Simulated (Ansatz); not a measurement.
## TaN from LDA upwards

The starting cell is an entry of the Crystallography Open Database (1969):

```
Ta N
1.0
     2.93800    0.00000    0.00000
    -1.46900    2.54438    0.00000
     0.00000    0.00000    2.88300
Ta N
1 1
Direct
  0.33333 0.66667 0.50000
  0.00000 0.00000 0.00000
```

Atoms and cell were relaxed at zero pressure with plane-wave PAW DFT (Ansatz 0.2.0; one set of PAW datasets, made under PBE, for all functionals; 420 eV, r2SCAN 500 eV; 12×12×11 Γ-centred mesh, fermi-dirac occupations of width 0.100 eV; no spin polarisation, no spin-orbit coupling, no dispersion correction), keeping the symmetry (P-6m2, No. 187).

Task: What cells and energies do LDA, PBEsol, PBE, r2SCAN give?

Result: The relaxed conventional cells:

```json
{"functional": "LDA", "a (Å)": "2.907", "c (Å)": "2.851", "volume (Å³/atom)": "10.43", "formation energy (eV/atom)": "-1.545"}
{"functional": "PBEsol", "a (Å)": "2.924", "c (Å)": "2.871", "volume (Å³/atom)": "10.63", "formation energy (eV/atom)": "-1.338"}
{"functional": "PBE", "a (Å)": "2.950", "c (Å)": "2.898", "volume (Å³/atom)": "10.92", "formation energy (eV/atom)": "-1.135"}
{"functional": "r2SCAN", "a (Å)": "2.936", "c (Å)": "2.885", "volume (Å³/atom)": "10.77", "formation energy (eV/atom)": "-1.339"}
{"functional": "the entry", "a (Å)": "2.938", "c (Å)": "2.883", "volume (Å³/atom)": "10.78", "formation energy (eV/atom)": "–"}
```

LDA gives the smallest volume and PBE the largest, 4.7 % more, the usual order, since LDA overbinds and PBE's gradient terms loosen the lattice. Against the entry's volume: LDA -3.2 %, PBEsol -1.4 %, PBE +1.3 %, r2SCAN -0.1 %. No verdict is drawn from this: such phases often miss the ideal composition, so the entry may be off as well as the functionals. The formation energies span 0.41 eV an atom, lowest under LDA. Under PBE another structure of this formula that we computed lies 32 meV an atom lower, though PBE can misorder polymorphs.

Caveats: each relaxation keeps the start's symmetry, so a distorted cell may lie lower; computed cells are at 0 K with fixed nuclei, while the entry holds thermal expansion, often some tenths of a per cent in volume and more in soft crystals; no spin-orbit coupling, which moves formation energies of heavy elements; formation energies are at zero smearing against the elements' usual phases under the same functional, gases as free molecules, uncorrected.
